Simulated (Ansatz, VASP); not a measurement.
**TaN in VASP and in Ansatz**

INCAR

```
PREC = Accurate
ENCUT = 520
EDIFF = 1E-8
ISMEAR = -1
SIGMA = 0.02
LREAL = F
LASPH = T
NELM = 60
ALGO = Normal
ISIF = 2
LWAVE = F
LCHARG = F
GGA = PE
LEFG = T
NBANDS = 15
```

Contents of KPOINTS:

```
Automatic mesh
0
Gamma
  9 9 9
```

Contents of POSCAR:

```
TaN
1.0
    0.0000000000      2.1354200000      2.1790000000
    2.1354200000      0.0000000000      2.1790000000
    2.1354200000      2.1354200000      0.0000000000
Ta N
1 1
Direct
    0.5000000000      0.5000000000      0.5000000000
    0.0000000000      0.0000000000      0.0000000000
```

Input for Ansatz:

```yaml
crystal:
  lattice:
    - [0.0, 2.13542, 2.179]
    - [2.13542, 0.0, 2.179]
    - [2.13542, 2.13542, 0.0]
  atoms:
    - { symbol: Ta, position: [0.5, 0.5, 0.5] }
    - { symbol: "N", position: [0.0, 0.0, 0.0] }
kpoints:
  mp_grid: { grid: [9, 9, 9] }
scf:
  occupations: { method: fermi_dirac, width: 0.02 }
hamiltonian:
  xc: pbe
  pseudopotentials: { kind: paw }
output:
  forces: true
  stress: true
  eigenvalues: true
  efg: { contact_densities: true }
  write_density: true
  write_potential: true
  elf: true
  volumetric_format: npy
```

Change from the starting cell: equal xx and yy strain of -2 %, PAW files.

Alike in both runs: task electric field gradients; functional PBE; k mesh 9 × 9 × 9; occupations fermi-dirac, width 0.02 eV; no spin polarisation.

|  | VASP | Ansatz |
| --- | --- | --- |
| version | VASP 6.6.1 | Ansatz 0.2.0 |
| potentials or method | VASP PAW PBE potentials, release 64 (Ta_pv, N) | PAW with Ansatz's default frozen-core files, scalar-relativistic |
| plane-wave cutoff (eV) | 520 | 420 |
| valence electrons in the cell | 16 | 18 |

Ansatz gave:

```
pressure (GPa)                                                 : 32.2
largest component of the traceless stress (GPa)                : 12.23
Vzz of the field gradient on the site that differs most (V/Å²) : 104.0
```

Question: Which values does VASP return?

Answer: Pressure (GPa): 33.4; largest component of the traceless stress (GPa): 12.20; Vzz of the field gradient on the site that differs most (V/Å²): 96.5.

The functional is the same, so the differences come from potentials, cutoffs and numerics. The two sets of potentials don't hold the same shells in valence. Ansatz warned: «gradients_without_spin_orbit».

Caveats: so large a pressure means that the cell lies far from this level's equilibrium, or that cutoff or potentials fall short (VASP). Spin-orbit coupling is left out, which matters for the levels of Ta.
